**Q:** I have germanium's energy and pressure at six volumes, and I want both at a seventh, squeezed a little further. May I simply continue the curve as a parabola?

Germanium (Fd-3m) was computed with GPAW 26.7.0 using BP86 with D3 dispersion, PAW data sets, a 600 eV plane-wave cutoff, an 8×8×8 k mesh and Fermi–Dirac smearing of 0.05 eV, without spin polarisation. The static cell is scaled at fixed shape, and energies are counted from the minimum of the fitted energy–volume curve.

```
volume (Å³/atom)  energy (meV/atom)  pressure (GPa)
           21.28                  ?               ?
           21.73              34.97           6.290
           22.19              19.68           4.500
           22.64               9.11           2.950
           23.09               2.70           1.540
           23.54               0.09           0.270
           24.00               0.88          -0.850
```

**A:** Test that idea on the pressure first. Pressure is minus the slope of the energy against volume, so a parabola in the energy means a straight line in the pressure. The volumes are evenly spaced, and the pressure steps would then be equal. Instead they grow from 1.12 GPa between the two largest volumes to 1.79 GPa between the two smallest known ones. The crystal stiffens as it is squeezed.

**Q:** What makes it stiffen?

**A:** The table shows the stiffening; the reason comes from theory. When neighbouring atoms approach, the Pauli principle keeps their electrons from sharing the same states, and the kinetic energy rises. This repulsion grows more steeply with shrinking distance than the attraction does, so each further squeeze meets more resistance. A diatomic molecule does the same: its energy curve is steeper on the short side of the bond than on the long side.

**Q:** How do I turn that into a number?

**A:** Use the bulk modulus, which is the pressure step divided by the relative volume step. Between neighbouring rows it rises from 59 GPa at the large-volume end to 87 GPa at the small-volume end of the known range. The mean pressure rises by 5.7 GPa over the same stretch. The modulus therefore gains (87 − 59)/5.7 ≈ 4.9 GPa for each GPa of pressure.

Now take one more step. Its mean pressure should be about 1.9 GPa above that of the last known step, so its modulus is about 87 + 4.9 × 1.9 ≈ 96 GPa. The relative volume step is 0.45/21.5 ≈ 0.021, which gives a pressure step of 96 × 0.021 ≈ 2.0 GPa. Added to 6.29 GPa, that makes about 8.3 GPa.

**Q:** And the energy?

**A:** It grows by the work of compression, mean pressure times volume step. That is 7.3 GPa × 0.45 Å³, which comes to about 20.5 meV once the units are converted. Added to 34.97, it gives about 55.5 meV/atom.

The Birch–Murnaghan equation does the same job more carefully. It writes the energy as a cubic in V^(−2/3), where V is the volume per atom; this variable goes as the inverse square of the bond length. I fitted it by least squares to the six known energies, and its volume derivative separately to the six known pressures. My forecasts are **55.5 ± 0.4 meV/atom** and **8.3 ± 0.1 GPa**.

**Q:** Why such wide ranges, if the curve passes close to every known point?

**A:** Because the energy curve has four adjustable constants and only six points, and we are stepping outside them. Small unevenness in the points is then magnified. The ranges are my judgement of that effect. A parabola fitted to the same six energies gives 53.5 meV/atom, and I expect it to be too low by one to a few meV/atom.

The withheld rows as computed:

```
volume (Å³/atom)  energy (meV/atom)  pressure (GPa)
           21.28              55.66           8.320
```

**Q:** Both values lie inside your ranges, but both are above the fitted curves.

**A:** Yes. The energy fit is 0.20 meV/atom too low and the pressure fit 0.06 GPa too low, each less than 1 % of the computed value. The parabola misses by 2.15 meV/atom, about ten times as much as the Birch–Murnaghan curve. What it lacks is the growth of stiffness.

The energy miss points to the weakest part of the forecast. Without its cubic term, the curve would have a modulus that grows by 4 GPa per GPa at the minimum. The cubic term sets the excess over 4, and six energies fix that term only to about a quarter of its size. They gave a growth of 4.5 GPa per GPa, against 4.9 from the six pressures. Too little growth leaves the curve too low on the compressed side, which can explain part of the energy miss. Energies near the minimum locate the volume well, but they say much less about how the stiffness changes.

The pressure fit has the larger growth and still falls a little short, and the band gap offers a likely reason for both misses. On the k mesh the gap is zero at the four largest volumes and opens to 0.17 eV at 22.19 Å³/atom. On a smooth curve the growth from one pressure step to the next would itself rise gradually on compression. Here it stays near 0.14 to 0.15 GPa among the larger volumes and then jumps to 0.24 GPa around that point. Where the gap has closed, some electrons have probably left the top of the valence band for a conduction state whose energy falls faster as the crystal expands, and this adds a little pressure. A smooth curve fitted across the change then tends to run low on the compressed side, so the low growth of 4.5 from the energies probably has this cause too. Real germanium has a gap at its ordinary volume, but functionals of this kind make gaps too small. Just past the closure only the few mesh points where the bands meet change their occupation, and the 0.05 eV smearing spreads the change over neighbouring volumes. A denser k mesh is therefore expected to shrink the effect.

**Q:** Can I use the pressure at a given volume for real germanium?

**A:** Not directly. Gradient-corrected functionals such as this one tend to make germanium too large and too soft, and here the oversize remains even though the D3 term pulls the cell inward. The cell at 22.64 Å³/atom is close to the real crystal's volume at ordinary pressure, yet here it carries 2.95 GPa. For a real sample, a compression counted from its own equilibrium volume is a better starting point, though the calculated stiffness will still be somewhat low.

**Q:** Would silicon follow the same pattern?

**A:** Silicon has the same structure with shorter, stronger bonds, and it is known to be stiffer. An equal relative squeeze therefore costs more pressure. The same imbalance between repulsion and attraction should make its pressure steps grow on compression too.
